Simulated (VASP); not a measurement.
# Na (P6_3/mmc) in VASP: notebook

Aim: see how the results for Na move with the level of theory and the settings. Levels: PBE, AM05, BLYP+D3. Tasks: single point, relaxation of cell and atoms.

Program: VASP 6.6.1. These are calculated values, not measurements. Logs are shortened: lines on timing, memory, paths and dates and some standing lists are left out, and cuts for length are marked.

## (1) The crystal as given

Symmetry: P6_3/mmc, No. 194, hexagonal system. Conventional cell: a = 3.700 Å, b = 3.700 Å, c = 12.537 Å, α = 90.00°, β = 90.00°, γ = 120.00°. Around Na (site symmetry -6m2) lie 12 Na at 3.70 to 3.79 Å. Na (site symmetry -3m) has 12 Na at 3.70 to 3.79 Å as nearest neighbours.

This isn't the form of Na at room conditions, which is bcc.

## (2) Single point, PBE

Contents of INCAR:

```
PREC = Accurate
ENCUT = 500
EDIFF = 1E-7
ISMEAR = 0
SIGMA = 0.02
LREAL = False
LASPH = True
NELM = 60
ALGO = Normal
ISIF = 2
LWAVE = False
LCHARG = False
GGA = PE
```

Contents of KPOINTS:

```
Automatic mesh
0
Gamma
  8 8 3
```

Contents of POSCAR:

```
Na
1.0
    3.7003831212      0.0000000000      0.0000000000
   -1.8501915606      3.2046257867      0.0000000000
    0.0000000000      0.0000000000     12.5373215400
Na
4
Direct
    0.6666666667      0.3333333333      0.7500000000
    0.0000000000      0.0000000000      0.5000000000
    0.3333333333      0.6666666667      0.2500000000
    0.0000000000      0.0000000000      0.0000000000
```

Potentials or basis: VASP PAW PBE potentials, release 64 (Na).

Launch:

```
> cat potpaw_PBE.64/Na/POTCAR > POTCAR
> mpirun -np 1 vasp_std > vasp.out
```

OUTCAR:

```text
PREC = Accurate
   ENCUT = 500
   EDIFF = 1E-7
   ISMEAR = 0
   LREAL = False
   LASPH = True
   NELM = 60
   ISIF = 2
   GGA = PE

 ion  position               nearest neighbor table
   1  0.667  0.333  0.750-   2 3.79   4 3.79   2 3.79   4 3.79   2 3.79   4 3.79
   2  0.000  0.000  0.500-   1 3.79   3 3.79   1 3.79   3 3.79   1 3.79   3 3.79
   3  0.333  0.667  0.250-   2 3.79   4 3.79   2 3.79   4 3.79   2 3.79   4 3.79
   4  0.000  0.000  0.000-   1 3.79   3 3.79   1 3.79   3 3.79   1 3.79   3 3.79

  LATTYP: Found a hexagonal cell.
 ALAT       =     3.7003831212
 C/A-ratio  =     3.3881144545

  Lattice vectors:

 A1 = (   3.7003831212,   0.0000000000,   0.0000000000)
 A2 = (  -1.8501915606,   3.2046257867,   0.0000000000)
 A3 = (   0.0000000000,   0.0000000000,  12.5373215400)

Analysis of symmetry for initial positions (statically):
=====================================================================
 Subroutine PRICEL returns:
 Original cell was already a primitive cell.

 Routine SETGRP: Setting up the symmetry group for a
 hexagonal supercell.

 Subroutine GETGRP returns: Found 24 space group operations
 (whereof 12 operations were pure point group operations)
 out of a pool of 24 trial point group operations.

The static configuration has the point symmetry D_3d.
 The point group associated with its full space group is D_6h.

Analysis of symmetry for dynamics (positions and initial velocities):
=====================================================================
 Subroutine PRICEL returns:
 Original cell was already a primitive cell.

 Routine SETGRP: Setting up the symmetry group for a
 hexagonal supercell.

 Subroutine GETGRP returns: Found 24 space group operations
 (whereof 12 operations were pure point group operations)
 out of a pool of 24 trial point group operations.

The dynamic configuration has the point symmetry D_3d.
 The point group associated with its full space group is D_6h.

 Subroutine INISYM returns: Found 24 space group operations
 (whereof 12 operations are pure point group operations),
 and found     1 'primitive' translations

----------------------------------------------------------------------------------------

                                     Primitive cell

  volume of cell :     148.6719

  direct lattice vectors                    reciprocal lattice vectors
     3.700383121  0.000000000  0.000000000     0.270242288  0.156024458  0.000000000
[... 90 lines left out ...]
   NFREE  =      0    steps in history (QN), initial steepest desc. (CG)
   ISIF   =      2    stress and relaxation
   ISYM   =      2    0-nonsym 1-usesym 2-fastsym
   POTIM  = 0.5000    time-step for ionic-motion
   TEBEG  =    0.0;   TEEND  =   0.0 temperature during run
   PSTRESS=    0.0 pullay stress
   NELECT =       4.0000    total number of electrons
   NUPDOWN=      -1.0000    fix difference up-down
   EMIN   =  10.00;   EMAX   =-10.00  energy-range for DOS
   EFERMI =   0.00;   METHOD = LEGACY
   ISMEAR =     0;   SIGMA  =   0.02  broadening in eV -4-tet -1-fermi 0-gaus
   EFERMI_NEDOS =   21; number of points for ismear=-14 and -15
   IALGO  =     38    algorithm
   IMIX   =      4    mixing-type and parameters
     AMIX     =   0.40;   BMIX     =  1.00
     AMIX_MAG =   1.60;   BMIX_MAG =  1.00
  volume/ion in A,a.u.               =      37.17       250.82
  Fermi-wavevector in a.u.,A,eV,Ry     =   0.490552  0.927009  3.274126  0.240641
  Thomas-Fermi vector in A             =   1.493470
   LORBIT       =      0    0 simple, 1 ext, 2 COOP (PROOUT), +10 PAW based schemes
   GGA     = PE    functional components
   LHFCALC =     F    Hartree Fock is set to
   AEXX    =    0.0000 exact exchange contribution
   IVDW    =     0    specifies the selected vdW correction
   LEPSILON=     F    determine dielectric tensor
   LRPA    =     F    only Hartree local field effects (RPA)
 non-spin polarized calculation
 Gauss-broadening in eV      SIGMA  =   0.02
  energy-cutoff  :      500.00
  volume of cell :      148.67
 maximum number of plane-waves:      3798
 NGX is ok and might be reduce to    28
   NGX = 13   NGY = 13   NGZ = 45

 number of electron       4.0000000 magnetization

 Free energy of the ion-electron system (eV)
  ---------------------------------------------------
  ext. energy  EPLUGINS =         0.00000000
  ---------------------------------------------------
  free energy    TOTEN  =        -5.20831688 eV

  energy without entropy =       -5.20710105  energy(sigma->0) =       -5.20770896

 E-fermi :   0.5945     XC(G=0):  -6.2479

 val. band max:        0.4729090263   @ k =   0.2500   0.2500   0.3333
 cond. band min:       0.6022666404   @ k =   0.2500   0.1250   0.3333
 fundamental gap:      0.1293576140
 Fermi energy:         0.5945002973

 k-point     1 :       0.0000    0.0000    0.0000
  band No.  band energies     occupation
      1      -2.7035      2.00000
      2      -1.7279      2.00000
      3      -1.7278      2.00000
      4       0.9595      0.00000
      5       1.3093      0.00000
      6       5.6789      0.00000
[... 163 lines left out ...]
 k-point    20 :       0.3750    0.2500    0.3333
  band No.  band energies     occupation
      1       1.6444      0.00000
      2       1.7145      0.00000
      3       1.9819      0.00000
      4       2.0534      0.00000
      5       3.1589      0.00000
      6       3.1677      0.00000

------------------------ aborting loop because EDIFF is reached ----------------------------------------

  FORCE on cell =-STRESS in cart. coord.  units (eV):
  Direction    XX          YY          ZZ          XY          YZ          ZX
  --------------------------------------------------------------------------------------
  -------------------------------------------------------------------------------------
  Total        0.3078957      0.3078957     -0.6942124      0.0000000      0.0000000      0.0000000
  in kB        3.3180691      3.3180691     -7.4812499      0.0000000      0.0000000      0.0000000
  external PRESSURE =      -0.2817039 kB  Pullay stress =       0.0000000 kB

 VOLUME and BASIS-vectors are now :
 -----------------------------------------------------------------------------
  energy-cutoff  :      500.00
  volume of cell :      148.67
      direct lattice vectors                 reciprocal lattice vectors
     3.700383121  0.000000000  0.000000000     0.270242288  0.156024458  0.000000000
    -1.850191561  3.204625787  0.000000000     0.000000000  0.312048915  0.000000000
     0.000000000  0.000000000 12.537321540     0.000000000  0.000000000  0.079761853

 POSITION                                       TOTAL-FORCE (eV/Angst)
 -----------------------------------------------------------------------------------
      1.85019      1.06821      9.40299        -0.000000     -0.000000      0.000000
      0.00000      0.00000      6.26866        -0.000000      0.000000      0.000000
     -0.00000      2.13642      3.13433         0.000000      0.000000      0.000000
      0.00000      0.00000      0.00000        -0.000000      0.000000      0.000000
 -----------------------------------------------------------------------------------
    total drift:                               -0.000000      0.000000     -0.000000

  FREE ENERGIE OF THE ION-ELECTRON SYSTEM (eV)
  ---------------------------------------------------
  free  energy   TOTEN  =        -5.2083168834 eV

  energy  without entropy=       -5.2071010454  energy(sigma->0) =       -5.20770896
```

stdout:

```text
POSCAR found type information on POSCAR Na
 POSCAR found :  1 types and       4 ions
 scaLAPACK will be used
 LDA part: xc-table for (Slater+PW92), standard interpolation
 POSCAR, INCAR and KPOINTS ok, starting setup
 FFT: planning ... GRIDC
 FFT: planning ... GRID_SOFT
 FFT: planning ... GRID
 WAVECAR not read
 entering main loop
```

Run time: 19 s. Hardware: 1 thread of AMD EPYC 7R13 (Zen 3), shared host; peak memory 0.2 GiB.

What came out:

| Property | Result |
| --- | --- |
| Free energy | -5.2083 eV |
| Pressure | 0.0 GPa |
| Band gap on the k mesh | none (metal or under the smearing width) |

Stress tensor (GPa, compression positive):
```
 0.33  0.00  0.00
 0.00  0.33  0.00
 0.00  0.00 -0.75
```

## (3) Single point, PBE

Contents of run.py:

```python
from ase.calculators.vasp import Vasp
from ase.dft.bandgap import bandgap
from ase.io import read

atoms = read('Na.cif')
calc = Vasp(
    directory='calc',
    xc='pbe',
    pp='PBE',
    setups='minimal',
    prec='Accurate',
    encut=500,
    ediff=1e-07,
    ismear=0,
    sigma=0.02,
    lreal=False,
    lasph=True,
    nelm=100,
    algo='Normal',
    isif=2,
    lwave=False,
    lcharg=False,
    kpts=[8, 8, 3],
    gamma=True,
)
atoms.calc = calc

print('energy (eV):', atoms.get_potential_energy())
print('free energy (eV):', atoms.get_potential_energy(force_consistent=True))
print('forces (eV/A):')
print(atoms.get_forces())
print('stress (eV/A^3, Voigt):', atoms.get_stress())
print('Fermi level (eV):', calc.get_fermi_level())
gap, top, bottom = bandgap(calc)
print('band gap (eV):', gap, 'from (spin, k, band)', top, 'to', bottom)
```

Contents of Na.cif:

```cif
data_Na
_cell_length_a 3.70038312
_cell_length_b 3.70038312
_cell_length_c 12.53732154
_cell_angle_alpha 90.00000000
_cell_angle_beta 90.00000000
_cell_angle_gamma 120.00000000
_space_group_name_H-M_alt 'P1'
_space_group_name_Hall 'P 1'
_space_group_IT_number 1
loop_
_space_group_symop_operation_xyz
'x,y,z'
loop_
_atom_site_label
_atom_site_type_symbol
_atom_site_symmetry_multiplicity
_atom_site_Wyckoff_symbol
_atom_site_fract_x
_atom_site_fract_y
_atom_site_fract_z
_atom_site_occupancy
Na1 Na 1 a 0.6666666667 0.3333333333 0.7500000000 1
Na2 Na 1 a 0.0000000000 0.0000000000 0.5000000000 1
Na3 Na 1 a 0.3333333333 0.6666666667 0.2500000000 1
Na4 Na 1 a 0.0000000000 0.0000000000 0.0000000000 1
```

Potentials or basis: VASP PAW PBE potentials, release 64 (Na).

Launch:

```
> python run.py
```

It took 25 s on 1 thread of AMD EPYC 7R13 (Zen 3), shared host; peak memory 0.2 GiB.

Results (log left out):

* Free energy: -5.2083 eV
* Pressure: 0.0 GPa
* Band gap on the k mesh: none (metal or under the smearing width)

Stress tensor (GPa, compression positive):
```
 0.33  0.00  0.00
 0.00  0.33  0.00
 0.00  0.00 -0.75
```

Levels at points of the mesh, in eV from the Fermi level:
```tsv
k point	band 1	band 2	band 3	band 4	band 5	band 6
(0.00, 0.00, 0.00)	-3.30	-2.32	-2.32	0.36	0.71	5.08
(0.50, 0.00, 0.00)	0.31	0.38	1.07	1.15	1.47	1.55
```

## (4) Single point, AM05

Edit run.py of step 3 so:

```diff
@@ -4,16 +4,16 @@
 
-atoms = read('Na.cif')
+atoms = read('POSCAR')
 calc = Vasp(
     directory='calc',
-    xc='pbe',
+    xc='am05',
     pp='PBE',
-    setups='minimal',
+    setups='recommended',
     prec='Accurate',
-    encut=500,
+    encut=520,
     ediff=1e-07,
-    ismear=0,
-    sigma=0.02,
+    ismear=1,
+    sigma=0.2,
     lreal=False,
     lasph=True,
-    nelm=100,
+    nelm=80,
     algo='Normal',
@@ -24,2 +24,3 @@
     gamma=True,
+    nbands=22,
 )
```

POSCAR is that of step 2.

Potentials or basis: VASP PAW PBE potentials, release 64 (Na_pv).

Launch:

```
> python run.py
```

Wall time 74 s (1 thread of AMD EPYC 7R13 (Zen 3), shared host); peak memory 0.23 GiB.

Results (log left out):

| Item | Value |
| --- | --- |
| Free energy | -5.1972 eV |
| Pressure | 0.0 GPa |
| Band gap on the k mesh | none (metal or under the smearing width) |

Stress tensor (GPa, compression positive):
```
 0.38  0.00  0.00
 0.00  0.38  0.00
 0.00  0.00 -0.61
```

Levels at points of the mesh, in eV from the Fermi level:
```csv
k point,band 12,band 13,band 14,band 15,band 16,band 17
"(0.00, 0.00, 0.00)",-24.78,-3.25,-2.27,-2.27,0.39,0.80
"(0.50, 0.00, 0.00)",-24.79,0.35,0.43,1.09,1.20,1.52
```

Caveat: the PAW data sets were made with another functional, which shifts forces and pressure a little.

## (5) Relaxation of cell and atoms, BLYP+D3, non-collinear spin, ferromagnetic start

Contents of INCAR:

```
  AGGAC = 1.0
  AGGAX = 1.0
  ALDAC = 0.0
  ALDAX = 1.0
  ALGO = Damped
  EDIFF = 1E-7
  EDIFFG = -0.01
  ENCUT = 580
  GGA = B5
  IBRION = 2
  ISIF = 3
  ISMEAR = 1
  IVDW = 11
  LASPH = True
  LCHARG = False
  LNONCOLLINEAR = True
  LORBIT = 11
  LREAL = False
  LWAVE = False
  MAGMOM = 0.5 0 0 0.5 0 0 0.5 0 0 0.5 0 0
  NELM = 60
  NSW = 60
  PREC = Medium
  SIGMA = 0.2
  TIME = 0.4
  VDW_S6 = 1.0
  VDW_S8 = 1.682
  VDW_SR = 1.094
  VDW_SR8 = 1.0
```

Contents of KPOINTS:

```
k-points
0
Gamma
  6 6 3
```

Contents of POSCAR:

```
Na
1.0
    3.7003831212      0.0000000000      0.0000000000
   -1.8501915606      3.2046257867      0.0000000000
    0.0000000000      0.0000000000     12.5373215400
Na
4
Cartesian
    1.8501915608      1.0682085955      9.4029911550
    0.0000000000      0.0000000000      6.2686607700
   -0.0000000002      2.1364171912      3.1343303850
    0.0000000000      0.0000000000      0.0000000000
```

Potentials or basis: VASP PAW PBE potentials, release 64 (Na).

Launch:

```
> cat potpaw_PBE.64/Na/POTCAR > POTCAR
> mpirun -np 1 vasp_ncl > vasp.out
```

OUTCAR:

```text
EDIFF = 1E-7
   EDIFFG = -0.01
   ENCUT = 580
   GGA = B5
   IBRION = 2
   ISIF = 3
   ISMEAR = 1
   IVDW = 11
   LASPH = True
   LNONCOLLINEAR = True
   LORBIT = 11
   LREAL = False
   NELM = 60
   NSW = 60
   PREC = Medium
 IVDW          = 11

 ion  position               nearest neighbor table
   1  0.667  0.333  0.750-   2 3.79   4 3.79   2 3.79   4 3.79   2 3.79   4 3.79
   2  0.000  0.000  0.500-   1 3.79   3 3.79   3 3.79   1 3.79   1 3.79   3 3.79
   3  0.333  0.667  0.250-   2 3.79   4 3.79   2 3.79   4 3.79   2 3.79   4 3.79
   4  0.000  0.000  0.000-   1 3.79   3 3.79   3 3.79   1 3.79   1 3.79   3 3.79

  LATTYP: Found a hexagonal cell.
 ALAT       =     3.7003831212
 C/A-ratio  =     3.3881144545

  Lattice vectors:

 A1 = (   3.7003831212,   0.0000000000,   0.0000000000)
 A2 = (  -1.8501915606,   3.2046257867,   0.0000000000)
 A3 = (   0.0000000000,   0.0000000000,  12.5373215400)

Analysis of symmetry for initial positions (statically):
=====================================================================
 Subroutine PRICEL returns:
 Original cell was already a primitive cell.

 Routine SETGRP: Setting up the symmetry group for a
 hexagonal supercell.

 Subroutine GETGRP returns: Found 24 space group operations
 (whereof 12 operations were pure point group operations)
 out of a pool of 24 trial point group operations.

[... 441 lines left out ...]
     11       6.6557      0.00000
     12       6.6557      0.00000
     13       6.6632      0.00000
     14       6.6632      0.00000
[... 377 lines left out ...]
      1       1.0586     -0.02903
      2       1.0586     -0.02902
      3       1.0882     -0.02230
      4       1.0882     -0.02230
      5       1.3951     -0.00004
      6       1.3951     -0.00004
      7       1.4170     -0.00002
      8       1.4170     -0.00002
      9       2.7603     -0.00000
     10       2.7603     -0.00000
     11       2.7643     -0.00000
     12       2.7643     -0.00000
     13       3.7562     -0.00000
     14       3.7609     -0.00000

 [... further k-points ...]

------------------------ aborting loop because EDIFF is reached ----------------------------------------

 Edisp (eV)   -1.23056

 E8    (eV) :    -1.0033
[... 27 lines left out ...]
  FREE ENERGIE OF THE ION-ELECTRON SYSTEM (eV)
  ---------------------------------------------------
  free  energy   TOTEN  =        -4.8846404422 eV

  energy  without entropy=       -4.8848341022  energy(sigma->0) =       -4.88470500

 reached required accuracy - stopping structural energy minimisation

 total charge

# of ion       s       p       d       tot
------------------------------------------
    1        0.101   0.025   0.000   0.126
    2        0.102   0.025   0.000   0.126
    3        0.101   0.025   0.000   0.126
    4        0.102   0.025   0.000   0.126
--------------------------------------------------
tot          0.406   0.098   0.000   0.505

 magnetization (x)

# of ion       s       p       d       tot
------------------------------------------
    1        0.000   0.000   0.000   0.000
    2       -0.000  -0.000   0.000  -0.000
    3        0.000   0.000   0.000   0.000
    4       -0.000  -0.000   0.000  -0.000
--------------------------------------------------
tot         -0.000  -0.000   0.000  -0.000

 magnetization (y)

# of ion       s       p       d       tot
------------------------------------------
    1        0.000   0.000   0.000   0.000
    2        0.000   0.000   0.000   0.000
    3        0.000   0.000   0.000   0.000
    4        0.000   0.000   0.000   0.000
--------------------------------------------------
tot          0.000   0.000   0.000   0.000

 magnetization (z)

# of ion       s       p       d       tot
------------------------------------------
    1        0.000   0.000   0.000   0.000
    2        0.000   0.000   0.000   0.000
    3        0.000   0.000   0.000   0.000
    4        0.000   0.000   0.000   0.000
--------------------------------------------------
tot          0.000   0.000   0.000   0.000
```

Wall time 14 min (1 thread of AMD EPYC 7R13 (Zen 3), shared host); peak memory 0.35 GiB.

These settings aren't checked as converged (typed here: ALGO = Damped; TIME = 0.4; PREC = Medium): the numbers below hold their error.

What came out:

* Free energy: -4.8846 eV
* Relaxed volume: 39.58 Å³/atom
* Relaxed cell: a = 3.894 Å, b = 3.894 Å, c = 12.056 Å, α = 90.00°, β = 90.00°, γ = 120.00°
* Space group after relaxing (to 0.05 Å): P6_3/mmc (No. 194)
* Energy gained by relaxing: 4.9 meV/atom
* Ionic steps: 11
* Pressure after relaxing: 0.0 GPa
* Band gap on the k mesh: none (metal or under the smearing width)
* Net moment: 0.00 μB per cell
* Valence electrons inside the program's atomic spheres: Na 0.13
* Dispersion energy per atom: -0.308 eV

Caveat: the PAW data sets were made with another functional, which shifts forces and pressure a little; pairwise dispersion overbinds metals, which lowers pressure and volume.

## (6) For comparison

An earlier run on the cell as given: functional PBE; potentials or basis VASP PAW PBE potentials, release 64 (Na_pv); cutoff 520 eV; k mesh 8 × 8 × 3; occupations fermi-dirac, width 0.05 eV; no spin polarisation.

- Pressure: 0.0 GPa
- Band gap on the k mesh: none (metal or under the smearing width)

## (7) Summary

| level | potentials or basis | cutoff (eV) | smearing | gap on the mesh (eV) | pressure (GPa) |
| --- | --- | --- | --- | --- | --- |
| PBE | VASP PAW PBE potentials, release 64 (Na) | 500 | gaussian 0.02 eV | none | 0.0 |
| AM05 | VASP PAW PBE potentials, release 64 (Na_pv) | 520 | methfessel-paxton 0.2 eV | none | 0.0 |
| PBE | VASP PAW PBE potentials, release 64 (Na_pv) | 520 | fermi-dirac 0.05 eV | none | 0.0 |

Alike in all rows: task single point; no spin polarisation; cell as given; k mesh 8 × 8 × 3.

Caveats: the PAW data sets were made with another functional, which shifts forces and pressure a little (some runs).

Absolute energies hang on the potentials; compare differences alone.
